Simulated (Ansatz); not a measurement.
CsPbI3 (cubic perovskite, Pm-3m), PBE (plane waves, PAW; program Ansatz), all energies at zero smearing, with the estimated change up to a 700 eV cutoff added, with one set of potentials and settings (totals compare only within such a set). Cell of 5 atoms (1 Cs, 1 Pb, 3 I): -40121.011 eV.

| element | reference phase | E (eV/atom) |
|---|---|---|
| Cs | P6_3/mmc, 2 atoms in the cell | -5670.7673 |
| Pb | Fm-3m, 1 atoms in the cell | -11906.4191 |
| I | Cmce, 4 atoms in the cell | -7512.9095 |

Formation energy per atom, worked out: (-40121.011 − 1×(-5670.7673) − 1×(-11906.4191) − 3×(-7512.9095))/5 = -1.019 eV/atom (-98 kJ per mol of atoms), at 0 K, without zero-point energy or fitted corrections.

This is a known high-temperature phase of the composition, computed here at zero pressure and temperature. The PBE relaxation kept the symmetry of its start; of distortions, only those at the zone centre were tested, and some modes there are weakly imaginary. The references are the lowest solids computed at this level, not always the standard phases. Spin–orbit coupling is left out wherever it is not named.

Potentials: the later of the program's two PAW sets.
